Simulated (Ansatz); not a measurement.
Crystal: CaO.

```
Ca O
1.0
     0.00000    2.40356    2.40356
     2.40356    0.00000    2.40356
     2.40356    2.40356    0.00000
Ca O
1 1
Direct
  0.00000 0.00000 0.00000
  0.50000 0.50000 0.50000
```

The cell is a database's computed one.

Base run:

- Program: Ansatz 0.2.0
- Functional: r2SCAN
- Potentials or basis: Ansatz PAW
- Cutoff: 500 eV (not typed: the program's choice for these potentials)
- k mesh: 10 × 10 × 10
- Occupations: fermi-dirac, width 0.05 eV
- Spin: no spin polarisation

Its results: band gap on the k mesh 4.20 eV, indirect (least direct gap 4.58 eV); pressure -0.9 GPa.

Task: After a change of settings the same cell gave: band gap on the k mesh 3.56 eV, indirect (least direct gap 3.93 eV); pressure -2.7 GPa. Which change was it?
A. functional from r2SCAN to PBEsol; cutoff from 500 eV (not typed: the program's choice for these potentials) to 420 eV (not typed: the program's choice for these potentials)
B. functional from r2SCAN to BLYP; cutoff from 500 eV (not typed: the program's choice for these potentials) to 420 eV (not typed: the program's choice for these potentials)
C. functional from r2SCAN to revPBE; cutoff from 500 eV (not typed: the program's choice for these potentials) to 420 eV (not typed: the program's choice for these potentials)
D. functional from r2SCAN to LDA; cutoff from 500 eV (not typed: the program's choice for these potentials) to 420 eV (not typed: the program's choice for these potentials)

Result: A.

r2SCAN gives the wider gap, since meta-GGAs in the generalised Kohn-Sham scheme recover part of the derivative discontinuity.

Caveats: the PAW data sets come from PBE, with cores solved anew for the run's functional, which leaves a small shift of forces and pressure.
